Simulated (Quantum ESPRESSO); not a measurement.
**YN under changes of volume**

One of the cells (14.500 Å³/atom); the others are scaled copies at fixed shape and fractional positions:

```
CELL_PARAMETERS angstrom
0.00000 2.43850 2.43850
2.43850 0.00000 2.43850
2.43850 2.43850 0.00000
ATOMIC_POSITIONS crystal
Y 0.00000 0.00000 0.00000
N 0.50000 0.50000 0.50000
```

| Property | Result |
| --- | --- |
| Program | Quantum ESPRESSO 7.5 |
| Functional | PBE |
| Potentials or basis | SSSP 1.3 efficiency PBE |
| Cutoff | 816 eV |
| Density cutoff | 6531 eV |
| k mesh | 9 × 9 × 9 |
| Occupations | fermi-dirac, width 0.05 eV |
| Spin | no spin polarisation |

| volume (Å³/atom) | energy over the lowest point (meV/atom) | pressure (GPa) | gap on the mesh (eV) |
| --- | --- | --- | --- |
| 13.630 | 48.39 | 14.6 | 0.13 |
| 13.920 | ? | ? | ? |
| 14.210 | 10.43 | 6.2 | 0.21 |
| 14.500 | 2.11 | 2.6 | 0.24 |
| 14.790 | 0.00 | -0.6 | 0.27 |
| 15.080 | 3.47 | -3.5 | 0.31 |
| 15.370 | 12.00 | -6.2 | 0.33 |

Task: What does the run at 13.920 Å³/atom give?

Result: Energy over the lowest point 25.61 meV/atom; pressure 10.2 GPa; gap on the mesh 0.17 eV.

Worked out: A Birch-Murnaghan fit of order 3 (a polynomial in V^(-2/3)) to the other rows has its minimum at 14.75 Å³/atom with B0 = V·E''(V) = 159 GPa and B' = 4.2. It gives 25.60 meV/atom at 13.920 Å³/atom, against the run's 25.61, and -dE/dV = 10.4 GPa, against 10.2. A straight line through the other rows of the gap, of slope 1.68 eV per unit of ln V, gives 0.17 eV, against the run's 0.17.

Energies are extrapolated to zero smearing.

Caveats: an odd mesh through Γ misses points on the zone boundary, where band edges often lie. Spin-orbit coupling on Y is left out.
